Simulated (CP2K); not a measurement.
BaTiO3:

```
Ba Ti O
1.0
     3.80317    0.00000    0.00000
     0.04607    4.13026    0.00000
     0.23214    0.12224    7.97025
Ba Ti O
2 2 6
Direct
  0.04486 0.90917 0.49511
  0.00815 0.92181 0.02441
  0.45719 0.52057 0.20539
  0.50232 0.47064 0.76225
  0.48144 0.03993 0.24039
  0.45629 0.07298 0.69357
  0.53803 0.54059 0.44980
  0.52906 0.55800 0.03050
  0.98202 0.45740 0.26038
  0.00064 0.50892 0.83819
```

The cell isn't the ideal one: all atoms moved at random.

Base run:

| Item | Value |
| --- | --- |
| Program | CP2K 2026.2 |
| Functional | rev-vdW-DF2 |
| Potentials or basis | POTENTIAL_UZH Ba GTH-PBE-q10, Ti GTH-PBE-q12, O GTH-PBE-q6; DZVP-MOLOPT-PBE-GTH basis |
| Density cutoff | 11565 eV |
| k mesh | 6 × 5 × 3 |
| Occupations | fermi-dirac, width 0.05 eV |
| Spin | no spin polarisation |

Its results: band gap on the k mesh 0.65 eV, indirect (least direct gap 0.77 eV); pressure 39.7 GPa; largest force 28.415 eV/Å.

After a change of settings the same cell gave: band gap on the k mesh 0.65 eV, indirect (least direct gap 0.77 eV); pressure 36.2 GPa; largest force 28.203 eV/Å. Which change was it?
A. functional from rev-vdW-DF2 to r2SCAN
B. functional from rev-vdW-DF2 to PBEsol
C. functional from rev-vdW-DF2 to optB88-vdW
D. functional from rev-vdW-DF2 to vdW-DF2

B.

Caveats: the potentials were made for another functional, which shifts forces and pressure; spin-orbit coupling is left out, which moves the levels of the heavy elements; an odd mesh through Γ misses points on the zone boundary, where band edges often lie; the basis of atomic orbitals isn't converged, which shifts pressures, moduli and gaps.
